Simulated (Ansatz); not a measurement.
## Band table of Si

```
Si
1.0
    -2.25100    2.36850    1.30050
     2.25100   -2.36850    1.30050
     2.25100    2.36850   -1.30050
Si
2
Direct
  0.80700 0.55700 0.25000
  0.19300 0.44300 0.75000
```

Atoms are numbered in the order listed.

The geometry is COD entry 9011656, unchecked; take it as a test cell. The listed cell was then made from it by scaling, straining or moving an atom.

Method: DFT, PBE, all-electron LAPW, scalar-relativistic (Ansatz 0.2.0).

Sampling and basis: a Γ-centred 16×16×16 k mesh, Fermi–Dirac smearing of 0.05 eV, basis error target 0.5 meV/atom, no spin polarisation.

Path points, in fractions of the reciprocal vectors: Γ (0.000, 0.000, 0.000), X (0.500, -0.500, 0.500), F0 (0.476, -0.476, 0.524), Σ0 (-0.476, 0.476, 0.476), Λ0 (0.325, 0.325, -0.325), G0 (0.675, -0.325, 0.325). Levels in eV from the Fermi level; bands 9 to 14, counted from the lowest band of the run. The gap is zero.

```
# k(1/Å) point b9 b10 b11 b12 b13 b14
0.000 Γ -14.61 -2.77 -2.35 -1.41 1.26 7.75
0.265 - -14.36 -4.06 -3.71 0.66 2.70 4.77
0.531 - -13.59 -5.74 -5.14 1.07 3.30 5.59
0.796 - -12.33 -6.98 -6.27 -2.38 5.45 6.01
1.061 - -10.61 -7.73 -6.97 -5.45 5.37 6.10
1.326 X -9.00 -7.99 -7.52 -7.21 5.15 6.12
1.340 - -9.00 -8.01 -7.52 -7.19 5.15 6.12
1.353 - -8.99 -8.07 -7.52 -7.12 5.15 6.13
1.367 - -8.99 -8.15 -7.52 -7.04 5.15 6.13
1.380 - -8.99 -8.25 -7.51 -6.93 5.16 6.13
1.394 F0 -8.98 -8.35 -7.51 -6.81 5.16 6.14
1.760 - -10.25 -10.18 -5.11 -3.88 5.65 6.25
2.126 - -11.15 -11.14 -1.40 -0.28 3.77 4.98
2.492 - -11.15 -11.14 -1.40 -0.28 3.77 4.98
2.858 - -10.25 -10.18 -5.11 -3.88 5.65 6.25
3.224 Σ0 -8.98 -8.35 -7.51 -6.81 5.16 6.14
3.489 - -10.53 -8.59 -7.15 -3.95 5.46 6.44
3.755 - -12.30 -7.70 -6.32 -0.62 5.94 7.12
4.021 - -13.58 -6.33 -5.05 2.98 3.76 5.80
4.286 - -14.36 -4.50 -3.45 0.74 2.83 6.34
4.552 Γ -14.61 -2.77 -2.35 -1.41 1.26 7.75
4.866 - -14.25 -2.45 -2.09 -1.09 1.62 6.14
5.181 - -13.17 -1.51 -1.44 -0.32 2.50 2.71
5.495 - -11.39 -1.56 -1.41 -0.54 -0.51 1.23
5.810 - -8.93 -4.24 -3.23 -3.20 -2.63 2.78
6.124 Λ0 -6.54 -6.02 -5.15 -5.04 -4.75 5.67
6.427 - -7.32 -6.93 -4.19 -3.61 -2.33 3.38
6.729 - -7.93 -7.54 -2.52 -1.98 -0.67 0.78
7.032 - -7.93 -7.54 -2.52 -1.98 -0.67 0.78
7.334 - -7.32 -6.93 -4.19 -3.61 -2.33 3.38
7.637 G0 -6.54 -6.02 -5.15 -5.04 -4.75 5.67
7.806 - -7.37 -6.43 -5.99 -5.63 -3.67 7.50
7.975 - -8.07 -7.09 -6.66 -6.32 -1.61 9.47
8.143 - -8.58 -7.59 -7.14 -6.81 0.64 10.76
8.312 - -8.89 -7.89 -7.42 -7.11 3.04 8.31
8.481 X -9.00 -7.99 -7.52 -7.21 5.15 6.12
```
